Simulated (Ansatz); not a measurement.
The calculation used DFT PBE, scalar-relativistic, plane waves, PAW in Ansatz 0.2.0. All cells share a 420 eV cutoff and Γ-centred k meshes spaced at most about 0.3 Å⁻¹ (about 0.25 or finer for metals, 2π included). No spin polarisation.

Temperature and zero-point effects are left out.

Two relaxed structures of Al₃Ga₃N₂:

A.

Space group P3m1 (No. 156). a = 3.095 Å, b = 3.095 Å, c = 14.486 Å, α = 90.00°, β = 90.00°, γ = 120.00°
```json
{"atom": "Al", "site": "1b", "symmetry": "3m.", "x": "0.3333", "y": "0.6667", "z": "0.1737"}
{"atom": "Al", "site": "1a", "symmetry": "3m.", "x": "0.0000", "y": "0.0000", "z": "0.9982"}
{"atom": "Al", "site": "1c", "symmetry": "3m.", "x": "0.6667", "y": "0.3333", "z": "0.6804"}
{"atom": "Ga", "site": "1a", "symmetry": "3m.", "x": "0.0000", "y": "0.0000", "z": "0.3584"}
{"atom": "Ga", "site": "1b", "symmetry": "3m.", "x": "0.3333", "y": "0.6667", "z": "0.5230"}
{"atom": "Ga", "site": "1b", "symmetry": "3m.", "x": "0.3333", "y": "0.6667", "z": "0.8444"}
{"atom": "N", "site": "1a", "symmetry": "3m.", "x": "0.0000", "y": "0.0000", "z": "0.1305"}
{"atom": "N", "site": "1b", "symmetry": "3m.", "x": "0.3333", "y": "0.6667", "z": "0.3044"}
```

B.

Space group P3m1 (No. 156). a = 3.076 Å, b = 3.076 Å, c = 14.619 Å, α = 90.00°, β = 90.00°, γ = 120.00°
```csv
atom,site,symmetry,x,y,z
Al,1b,3m.,0.3333,0.6667,0.1752
Al,1a,3m.,0.0000,0.0000,0.3521
Al,1a,3m.,0.0000,0.0000,0.0010
Ga,1b,3m.,0.3333,0.6667,0.5188
Ga,1b,3m.,0.3333,0.6667,0.8459
Ga,1c,3m.,0.6667,0.3333,0.6801
N,1a,3m.,0.0000,0.0000,0.1335
N,1b,3m.,0.3333,0.6667,0.3063
```

Question: Which arrangement of the elements on these sites is preferred, and by what margin?

Answer: B is lower, by 202 meV/atom. The two share one framework of sites and differ in which element sits where. A has space group P3m1 (No. 156), 15.0 Å³/atom and no gap on its mesh; B has space group P3m1 (No. 156), 15.0 Å³/atom and no gap. Counting Al or Ga atoms around N (for each partner element, those within 1.25 times its shortest distance or 1.15 times the sum of covalent radii, where it is the nearest in units of that sum or under 1.3), A and B both have N 4. In A, around Al on its first site lie 4 N at 1.89 Å, 9 Al at 3.09–3.11 Å and 3 Ga at 3.22 Å; around Ga on its first site lie 3 N at 1.95 Å, 9 Ga at 2.98–3.09 Å and 3 Al at 3.22 Å; around N on its first site lie 4 Al at 1.89–1.92 Å; 5 more sites not described. In B, around Al on its first site lie 4 N at 1.88–1.92 Å and 12 Al at 3.08–3.14 Å; Ga on its first site is surrounded by 9 Ga at 2.95–3.08 Å, 3 Al at 3.02 Å and 1 N at 3.11 Å; N on its first site is surrounded by 4 Al at 1.88–1.94 Å; 5 more sites not described. Both come from invented guesses.
